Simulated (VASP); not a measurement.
The system is ZnSnN2.

```xyz
4
Lattice="-2.1312 2.1312 3.6083 2.1312 -2.1312 3.6083 2.1312 2.1312 -3.6083" Properties=species:S:1:pos:R:3 pbc="T T T"
Zn    0.0000    0.0000    0.0000
Sn    0.0000    0.0000    3.6083
N     0.0000    0.0000    1.5271
N     0.0000    0.0000    5.6895
```

The cell was built by a generator and needn't be a form met in nature.

```yaml
Program: VASP 6.6.1
Task: relaxation of cell and atoms
Functional: PBE
Potentials_or_basis: VASP PAW PBE potentials, release 64 (Zn, Sn_d, N)
Cutoff: 520 eV
k_mesh: 5 × 5 × 5
Occupations: gaussian, width 0.15 eV
Spin: no spin polarisation
```

At the start: pressure 27.1 GPa; volume 16.39 Å³/atom.

How do energy, volume and symmetry change on relaxing?

Over 22 steps the energy falls by 708.1 meV/atom and the volume is 22.83 Å³/atom (+39.3 %); space group I4/mmm (No. 139, to 0.05 Å).

The path:
```csv
step,energy change (eV),largest force (eV/Å),pressure (GPa),volume (Å³)
1,0.0000,11.1698,27.12,65.56
2,0.4534,0.9626,-11.12,93.00
3,0.0164,0.5542,-10.72,88.67
4,-0.4117,0.1456,-10.32,84.99
5,-1.7209,0.5746,-5.99,75.13
6,-2.1628,0.2168,-0.16,70.31
7,-2.1549,1.1255,3.41,68.85
8,-2.1739,0.5392,1.49,69.69
9,-2.1739,0.5933,1.83,69.61
10,-2.3338,0.4270,2.29,71.38
11,-2.3854,3.0170,11.56,76.41
12,-2.4791,0.1032,4.89,73.31
13,-2.5208,1.1553,7.60,74.88
14,-2.5631,1.3599,7.00,76.36
15,-2.6173,1.7839,6.59,79.13
16,-2.6457,2.5836,5.93,84.80
17,-2.7883,1.3733,1.66,89.14
18,-2.8153,0.7156,-1.08,92.03
19,-2.8151,0.7571,-0.84,91.88
20,-2.8267,0.4604,-0.25,91.56
21,-2.8319,0.0901,0.37,91.16
22,-2.8324,0.0062,-0.22,91.31
```

Final structure:
```yaml
crystal:
  lattice:
    - [-2.50987, 2.50987, 3.62378]
    - [2.50987, -2.50987, 3.62378]
    - [2.50987, 2.50987, -3.62378]
  atoms:
    - { symbol: Zn, position: [0.00000, 0.00000, 0.00000] }
    - { symbol: Sn, position: [0.50000, 0.50000, 0.00000] }
    - { symbol: N, position: [0.24382, 0.24382, 0.00000] }
    - { symbol: N, position: [0.75618, 0.75618, 0.00000] }
```

Caveat: the k mesh is coarse (spacing up to 0.42 Å⁻¹), so the values aren't converged; the volume moved by over 15 % at a fixed basis, so the end points are rough.
